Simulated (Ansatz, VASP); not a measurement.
Mo in VASP and in Ansatz

```
Mo
1.0
     0.00000    2.89072    2.89072
     2.89072    0.00000    2.89072
     2.89072    2.89072    0.00000
Mo
2
Direct
  0.00000 0.00000 0.00000
  0.25000 0.25000 0.25000
```

Change from the starting cell: volume scaled by 1.05.

Alike in both runs: task single point; functional PBE; k mesh 11 × 11 × 11; occupations fermi-dirac, width 0.05 eV; no spin polarisation.

|  | VASP | Ansatz |
| --- | --- | --- |
| version | VASP 6.6.1 | Ansatz 0.2.0 |
| potentials or method | VASP PAW PBE potentials, release 64 (Mo_sv), cutoff 520 eV | all-electron LAPW, scalar-relativistic |

Ansatz gave:

```
pressure (GPa) : -4.7
```

**Question.** Estimate VASP's values.

**Answer.** Pressure (GPa): -4.5.

Ansatz ran all-electron here, so the differences hold the error of VASP's frozen core and of both bases.
